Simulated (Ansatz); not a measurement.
Crystal structures of zirconium under RPBE

The calculation used DFT, RPBE, plane waves (420 eV) with PAW, scalar-relativistic (Ansatz). The PAW files were generated under PBE, with cores re-solved for the functional.

Each structure is relaxed within its own symmetry, so a high-lying one may be dynamically unstable.

| structure | ΔE (meV/atom) | V (Å³/atom) | cell | magnetic state |
| --- | --- | --- | --- | --- |
| hcp | 0 | 23.95 | a = 3.261 Å, c = 5.200 Å (c/a = 1.595) | non-magnetic |
| omega (AlB2-type) | 5 | 23.68 | a = 5.089 Å, c = 3.168 Å (c/a = 0.623) | spin not included |
| fcc | 43 | 23.82 | a = 4.567 Å | spin not included |
| dhcp | 47 | 24.02 | a = 3.250 Å, c = 10.501 Å (c/a = 3.231) | spin not included |
| bcc | 95 | 23.53 | a = 3.610 Å | spin not included |
| A15 | 146 | 23.73 | a = 5.747 Å | spin not included |
| simple cubic | 888 | 25.46 | a = 2.942 Å | spin not included |
| diamond | 2401 | 32.34 | a = 6.372 Å | spin not included |

ΔE counts from hcp.

Differences under about 8 meV lie within the error of the k-point mesh.
